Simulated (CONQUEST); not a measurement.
KF, 2 atoms in the cell. Symmetry: Pm-3m, No. 221, cubic system. Conventional cell: a = 3.259 Å, b = 3.259 Å, c = 3.259 Å, α = 90.00°, β = 90.00°, γ = 90.00°. K (site symmetry m-3m) has 8 F at 2.82 Å as nearest neighbours. F (site symmetry m-3m) has 8 K at 2.82 Å as nearest neighbours. The cell comes from a database or a generator and needn't be the stable form of this composition.

```yaml
Program: CONQUEST 1.3
Task: single point
Functional: PBE
Potentials_or_basis: PseudoDojo NC PBE, DZP, grid cutoff 150 Ha
k_mesh: 8 × 8 × 8
Occupations: fermi-dirac, width 0.05 eV
Spin: no spin polarisation
Solver: diagonalisation
SCF_tolerance: 1e-06
```

Potentials or basis: PseudoDojo NC PBE, DZP, grid cutoff 150 Ha.

Launch:

```sh
$ Conquest
```

Hardware: 1 thread of AMD EPYC 9R45 96-Core Processor (Zen 5), with other jobs on the host.

Question: Estimate the wall time of this run.

Answer: Run time: 98 s on 1 thread of AMD EPYC 9R45 96-Core Processor (Zen 5), with other jobs on the host, peak memory 0.78 GiB. Counts: scf iterations 8, k points 260, basis 27.
